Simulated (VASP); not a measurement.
Crystal: BaTiO3.

```xyz
5
Lattice="3.9998 0.0000 0.0000 0.0000 3.9998 0.0000 0.0000 0.0000 4.0180" Properties=species:S:1:pos:R:3 pbc="T T T"
Ba    0.0000    0.0000    0.0000
Ti    1.9999    1.9999    1.9688
O     0.0000    1.9999    2.0773
O     1.9999    0.0000    2.0773
O     1.9999    1.9999    0.0763
```

```yaml
Program: VASP 6.6.1
Task: relaxation of cell and atoms
Functional: r2SCAN
Potentials_or_basis: VASP PAW PBE potentials, release 64 (Ba_sv, Ti_sv, O)
Cutoff: 600 eV
k_mesh: 7 × 7 × 7
Occupations: gaussian, width 0.05 eV
Spin: no spin polarisation
```

At the start: pressure 1.0 GPa; volume 12.86 Å³/atom.

Problem. How do energy, volume and symmetry change on relaxing?

Solution. Over 14 steps the energy falls by 3.6 meV/atom and the volume is 13.08 Å³/atom (+1.8 %); space group P4mm (No. 99, to 0.05 Å).

Step by step:
```csv
step,energy change (eV),largest force (eV/Å),pressure (GPa),volume (Å³)
1,0.0000,0.3064,0.97,64.28
2,-0.0077,0.2205,-0.66,65.01
3,-0.0080,0.2034,-1.02,65.17
4,-0.0126,0.1084,0.11,64.95
5,-0.0127,0.0951,0.27,64.92
6,-0.0146,0.0762,0.21,65.03
7,-0.0165,0.1056,0.14,65.25
8,-0.0165,0.1121,0.13,65.28
9,-0.0174,0.0711,-0.19,65.45
10,-0.0176,0.0487,-0.37,65.54
11,-0.0178,0.0471,0.28,65.34
12,-0.0179,0.0379,0.06,65.41
13,-0.0179,0.0186,-0.01,65.42
14,-0.0180,0.0092,0.01,65.41
```

Final structure:
```cif
data_structure
_symmetry_space_group_name_H-M 'P 1'
_symmetry_Int_Tables_number 1
_cell_length_a 3.9873
_cell_length_b 3.9873
_cell_length_c 4.1143
_cell_angle_alpha 90.000
_cell_angle_beta 90.000
_cell_angle_gamma 90.000
_cell_volume 65.41
loop_
_atom_site_label
_atom_site_type_symbol
_atom_site_fract_x
_atom_site_fract_y
_atom_site_fract_z
_atom_site_occupancy
Ba1 Ba 0.00000 0.00000 0.99730 1
Ti1 Ti 0.50000 0.50000 0.47925 1
O1 O 0.00000 0.50000 0.51676 1
O2 O 0.50000 0.00000 0.51676 1
O3 O 0.50000 0.50000 0.03294 1
```

Caveat: the PAW data sets were made with another functional, which shifts forces and pressure a little.
